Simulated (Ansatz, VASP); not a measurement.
Two plane-wave programs on SrO

```
Sr O
1.0
     0.00000    2.56630    2.56630
     2.56630    0.00000    2.56630
     2.56630    2.56630    0.00000
Sr O
1 1
Cartesian
  2.5663 2.5663 2.5663
  0.0000 0.0000 0.0000
```

Alike in both runs: functional PBEsol; k mesh 9 × 9 × 9; occupations fermi-dirac, width 0.05 eV; no spin polarisation.

|  | VASP | Ansatz |
| --- | --- | --- |
| version | VASP 6.6.1 | Ansatz 0.2.0 |
| potentials or method | VASP PAW PBE potentials, release 64 (Sr_sv, O) | Ansatz PAW |
| plane-wave cutoff (eV) | 520 | 420 |
| valence electrons in the cell | 16 | 16 |
| task | single point | band structure |

|  | VASP | Ansatz | Ansatz less VASP |
| --- | --- | --- | --- |
| gap on the k mesh at the Fermi level (eV) | 3.21 | 3.26 | +0.048 |
| least direct gap on the mesh (eV) | 3.30 | 3.34 | +0.037 |
| pressure (GPa) | 0.1 | -0.6 | -0.62 |

Caveats: the PAW data sets were made with another functional, which shifts forces and pressure a little (VASP); an odd mesh through Γ misses points on the zone boundary, where band edges often lie (VASP); the k mesh misses the band edges, so the gap on the mesh is wider than the one along the path (Ansatz); the pressure holds a Pulay correction of +0.4 GPa for the finite cutoff (Ansatz); the PAW data sets come from PBE, with cores solved anew for the run's functional, which leaves a small shift of forces and pressure (Ansatz). As with any semilocal functional, this PBEsol gap is likely too small.
